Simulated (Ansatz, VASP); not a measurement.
**C in VASP and in Ansatz**

```xyz
2
Lattice="0.0000 1.7834 1.7834 1.7834 0.0000 1.7834 1.7834 1.7834 0.0000" Properties=species:S:1:pos:R:3 pbc="T T T"
C     2.6751    2.6751    2.6751
C     1.7834    1.7834    1.7834
```

This isn't the form of C at room conditions, which is graphite.

Alike in both runs: task relaxation of cell and atoms; functional LDA; k mesh 13 × 13 × 13; occupations fermi-dirac, width 0.05 eV; no spin polarisation.

|  | VASP | Ansatz |
| --- | --- | --- |
| version | VASP 6.6.1 | Ansatz 0.2.0 |
| potentials or method | VASP PAW LDA potentials, release 64 (C) | Ansatz PAW |
| plane-wave cutoff (eV) | 600 | 420 |
| valence electrons in the cell | 8 | 8 |

Ansatz gave:

| Quantity | Value |
| --- | --- |
| relaxed volume (Å³/atom) | 5.51 |
| relaxed cell length with the largest relative difference (Å) | 2.497 |
| energy change over the relaxation (meV/atom) | -7 |

Question: What did VASP give for the same quantities?

Answer: Relaxed volume (Å³/atom): 5.52; relaxed cell length with the largest relative difference (Å): 2.499; energy change over the relaxation (meV/atom): -6.

Caveats: the plane-wave basis is chosen anew once the cell has moved, so the energies of steps on either side of that aren't comparable (Ansatz); the pressure holds a Pulay correction of +1.3 GPa for the finite cutoff (Ansatz); the PAW data sets come from PBE, with cores solved anew for the run's functional, which leaves a small shift of forces and pressure (Ansatz). A k mesh can miss the band edges. Zero-point motion and thermal expansion aren't in these numbers.
